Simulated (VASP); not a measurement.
Crystal: SiO2.

```xyz
12
Lattice="5.0304 0.0000 0.0000 0.0000 5.0304 0.0000 0.0000 0.0000 7.0078" Properties=species:S:1:pos:R:3 pbc="T T T"
Si    1.5015    1.5015    0.0000
Si    1.0137    4.0167    1.7519
Si    3.5289    3.5289    3.5039
Si    4.0167    1.0137    5.2558
O     1.2053    0.5144    1.2500
O     2.0008    3.7205    3.0020
O     3.8251    4.5160    4.7539
O     3.0295    1.3099    6.5059
O     3.7205    2.0008    4.0058
O     4.5160    3.8251    2.2538
O     1.3099    3.0295    0.5019
O     0.5144    1.2053    5.7577
```

Base run:

```yaml
Program: VASP 6.6.1
Functional: PBEsol
Potentials_or_basis: VASP PAW PBE potentials, release 64 (Si, O)
Cutoff: 520 eV
k_mesh: 4 × 4 × 4
Occupations: gaussian, width 0.02 eV
Spin: no spin polarisation
```

Its results: band gap on the k mesh 5.56 eV, direct.

Problem. The run is repeated on the same cell with these changes: functional from PBEsol to TB-mBJ. What comes out?

Solution. Band gap on the k mesh 8.68 eV, direct.
